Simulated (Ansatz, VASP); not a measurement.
# Al: VASP beside Ansatz

INCAR

```
  PREC = Accurate
  ENCUT = 520
  EDIFF = 1E-7
  ISMEAR = 0
  SIGMA = 0.1
  LREAL = False
  LASPH = True
  NELM = 80
  ALGO = Fast
  ISIF = 2
  LWAVE = False
  LCHARG = False
  GGA = PE
  NBANDS = 14
```

KPOINTS

```
regular mesh
0
Gamma
  18 18 6
```

The input POSCAR:

```
Al
1.0
    2.8546073076      0.0000000000      0.0000000000
   -1.4273036538      2.4721624462      0.0000000000
    0.0000000000      0.0000000000      9.3852790666
Al
4
Direct
    0.0000000000      0.0000000000      0.5000000000
    0.6666666667      0.3333333333      0.7500000000
    0.0000000000      0.0000000000      0.0000000000
    0.3333333333      0.6666666667      0.2500000000
```

Input for Ansatz:

```yaml
crystal:
  lattice:
    - [2.8546073076, 0.0, 0.0]
    - [-1.4273036538, 2.4721624462, 0.0]
    - [0.0, 0.0, 9.3852790666]
  atoms:
    - { symbol: Al, position: [0.0, 0.0, 0.5] }
    - { symbol: Al, position: [0.6666666667, 0.3333333333, 0.75] }
    - { symbol: Al, position: [0.0, 0.0, 0.0] }
    - { symbol: Al, position: [0.3333333333, 0.6666666667, 0.25] }
basis:
  ecutwfc: 420
kpoints:
  mp_grid: { grid: [18, 18, 6] }
  band_path:
    path:
      - [[0.0, 0.0, 0.0], [0.5, 0.0, 0.0], [0.33333333, 0.33333333, 0.0], [0.0, 0.0, 0.0], [0.0, 0.0, 0.5], [0.5, 0.0, 0.5], [0.33333333, 0.33333333, 0.5], [0.0, 0.0, 0.5]]
      - [[0.5, 0.0, 0.5], [0.5, 0.0, 0.0]]
      - [[0.33333333, 0.33333333, 0.5], [0.33333333, 0.33333333, 0.0]]
    npoints: 14
hamiltonian:
  xc: pbe
scf:
  occupations: { method: gaussian, width: 0.1 }
  n_extra_bands: 10
output:
  forces: true
  stress: true
  eigenvalues: true
  populations: true
  dos: { projected: true, de: 0.02, nscf_kmesh: { grid: [22, 22, 8] } }
  bader: true
  write_density: true
  write_potential: true
  elf: true
  volumetric_format: npy
```

The cell was built by a generator and needn't be a form met in nature.

Alike in both runs: task single point; functional PBE; k mesh 18 × 18 × 6; occupations gaussian, width 0.1 eV; no spin polarisation.

|  | VASP | Ansatz |
| --- | --- | --- |
| version | VASP 6.6.1 | Ansatz 0.2.0 |
| potentials or method | VASP PAW PBE potentials, release 64 (Al) | scalar-relativistic, plane waves, PAW |
| plane-wave cutoff (eV) | 520 | 420 |
| valence electrons in the cell | 12 | 12 |

|  | VASP | Ansatz | Ansatz less VASP |
| --- | --- | --- | --- |
| gap on the k mesh at the Fermi level (eV) | none | none | - |
| pressure (GPa) | -0.1 | 0.0 | +0.04 |

A gap of «none» marks a metal or a gap that the smearing closes.
